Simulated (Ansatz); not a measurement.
Independent-particle absorption of SnS₂ (P-3m1, a = 3.669 Å, b = 3.669 Å, c = 5.810 Å, α = 90.00°, β = 90.00°, γ = 120.00°), no local fields or excitons, 0.1 eV broadening. Theory: DFT PBE+D3(BJ), scalar-relativistic, plane waves, PAW in Ansatz.

Plane waves to 420 eV, a k mesh through Γ of 9×9×6 on the computed 3-atom cell and Gaussian smearing (0.02 eV); no spin polarisation. The spectrum is summed on a 14×14×9 mesh.

```
CELL_PARAMETERS angstrom
3.66863 0.00000 0.00000
-1.83431 3.17712 0.00000
0.00000 0.00000 5.80963
ATOMIC_POSITIONS crystal
Sn 0.00000 0.00000 0.00000
S 0.33333 0.66667 0.25447
S 0.66667 0.33333 0.74553
```

(photon energy (eV), ε2,xx): (0.0, 0.00), (0.4, 0.00), (0.6, 0.00), (1.0, 0.00), (1.4, 0.00), (1.6, 0.00), (2.0, 1.27), (2.2, 1.90), (2.6, 4.57), (3.0, 5.76), (3.2, 4.90), (3.6, 8.66), (4.0, 13.65), (4.2, 15.07), (4.6, 11.17), (4.8, 13.32), (5.2, 14.31), (5.6, 15.77), (5.8, 11.80), (6.2, 10.20), (6.6, 7.30), (6.8, 6.13), (7.2, 5.37), (7.4, 4.58), (7.8, 3.34), (8.2, 2.99), (8.4, 4.29), (8.8, 6.47), (9.2, 3.88), (9.4, 3.50), (9.8, 3.11), (10.0, 2.63), (10.4, 2.18), (10.8, 1.92), (11.0, 1.91), (11.4, 1.69)

The strongest peak lies near 5.4 eV. ε∞ (xx, yy, zz) = 9.3, 9.3, 9.0.

Cost: 1 run of about 1.7 core-minutes, on Arm Neoverse V2 (shared hosts).